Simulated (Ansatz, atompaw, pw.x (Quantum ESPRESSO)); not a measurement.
## What a changed setting does to a pw.x run (diamond Si)

Potential: PAW, atompaw 4.2.0.5, PBE; core [Ne], reference 3s1.5 3p2.5; waves: 3s (bound): rc 1.85 bohr; 3s channel at -0.05 Ry: rc 1.85 bohr; 3p (bound): rc 1.85 bohr; 3p channel at 3.6 Ry: rc 1.70 bohr; 3d channel at 0.3 Ry: rc 1.85 bohr; 3d channel at 1.7 Ry: rc 1.85 bohr; local part: ultrasoft scheme with l = 3 at 0 Ry, radius 1.75 bohr; core correction: smooth core density matched at 1.60 bohr; augmentation: gaussian compensation charge, radius 1.80 bohr; PAW radius 1.85 bohr; waves and projectors: custom polynom vanderbiltortho.

The reference run (k-mesh 8³, cutoffs 40/400 Ry, Fermi–Dirac 0.01 Ry, mixing_beta 0.4, conv_thr 1e-9, no spin) gives 0.05 GPa at 20.463 Å³/atom, where all-electron LAPW gives -0.05 GPa. This run, with its own iteration cap, changes k-mesh points per axis to 1, a wrong or extreme entry chosen on purpose.

```
&control
  calculation='scf', prefix='x', pseudo_dir='./', outdir='./tmp', tstress=.true., disk_io='none'
/
&system
  ibrav=0, nat=2, ntyp=1, ecutwfc=40, ecutrho=400, nbnd=11,
  occupations='smearing', smearing='fd', degauss=0.01
/
&electrons
  conv_thr=1e-09, mixing_beta=0.4, electron_maxstep=70
/
ATOMIC_SPECIES
Si 1.0 Si.UPF
CELL_PARAMETERS angstrom
  0.00000000 2.73520428 2.73520428
  2.73520428 0.00000000 2.73520428
  2.73520428 2.73520428 0.00000000
ATOMIC_POSITIONS crystal
Si 0.0000 0.0000 0.0000
Si 0.2500 0.2500 0.2500
K_POINTS automatic
1 1 1 0 0 0
```

```bash
pw.x < Si.scf.in > Si.scf.out
```

How does the run end?

It converges in 9 iterations; the free energy moves by +8.41 eV/atom and the pressure by +39.39 GPa. The result is not a property of the crystal.

```
Message from routine setup:
     using ibrav=0 with symmetry is DISCOURAGED, use correct ibrav instead
     lattice parameter (alat)  =       7.3098  a.u.
     unit-cell volume          =     276.1823 (a.u.)^3
     number of electrons       =         8.00
     number of Kohn-Sham states=           11
     kinetic-energy cutoff     =      40.0000  Ry
     charge density cutoff     =     400.0000  Ry
     scf convergence threshold =      1.0E-09
     Exchange-correlation= SLA PW PBX PBC
     number of k points=     1  Fermi-Dirac smearing, width (Ry)=  0.0100
     negative rho (up, down):  2.102E-03 0.000E+00
     iteration #  1     ecut=    40.00 Ry     beta= 0.40
     negative rho (up, down):  4.714E-04 0.000E+00
     total energy              =     -92.24372120 Ry
     estimated scf accuracy    <       0.36324175 Ry
     iteration #  2     ecut=    40.00 Ry     beta= 0.40
     total energy              =     -92.21722024 Ry
     estimated scf accuracy    <       0.10338667 Ry
     iteration #  3     ecut=    40.00 Ry     beta= 0.40
     total energy              =     -92.22527654 Ry
     estimated scf accuracy    <       0.00116293 Ry
     iteration #  4     ecut=    40.00 Ry     beta= 0.40
     total energy              =     -92.22587686 Ry
     estimated scf accuracy    <       0.00009071 Ry
     iteration #  5     ecut=    40.00 Ry     beta= 0.40
     total energy              =     -92.22591891 Ry
     estimated scf accuracy    <       0.00000425 Ry
     iteration #  6     ecut=    40.00 Ry     beta= 0.40
     total energy              =     -92.22592295 Ry
     estimated scf accuracy    <       0.00000031 Ry
     iteration #  7     ecut=    40.00 Ry     beta= 0.40
     total energy              =     -92.22592297 Ry
     estimated scf accuracy    <          6.2E-09 Ry
     iteration #  8     ecut=    40.00 Ry     beta= 0.40
     total energy              =     -92.22592296 Ry
     estimated scf accuracy    <          3.7E-09 Ry
     iteration #  9     ecut=    40.00 Ry     beta= 0.40
     the Fermi energy is     8.1287 ev
!    total energy              =     -92.22592296 Ry
     estimated scf accuracy    <          3.1E-10 Ry
     smearing contrib. (-TS)   =      -0.00025843 Ry
     The total energy is F=E-TS. E is the sum of the following terms:
     one-electron contribution =       6.49699704 Ry
     hartree contribution      =       1.69649836 Ry
     xc contribution           =      -5.87473273 Ry
     ewald contribution        =     -16.67485408 Ry
     one-center paw contrib.   =     -77.86957312 Ry
     convergence has been achieved in   9 iterations
          total   stress  (Ry/bohr**3)                   (kbar)     P=      394.33
     Message from routine punch:
     Nothing written, as per user request (disk_io='none')
```

The run took about 6 s on one core of a shared host (AMD EPYC 9R45 96-Core Processor, 96 threads, 376 GiB, load 56).
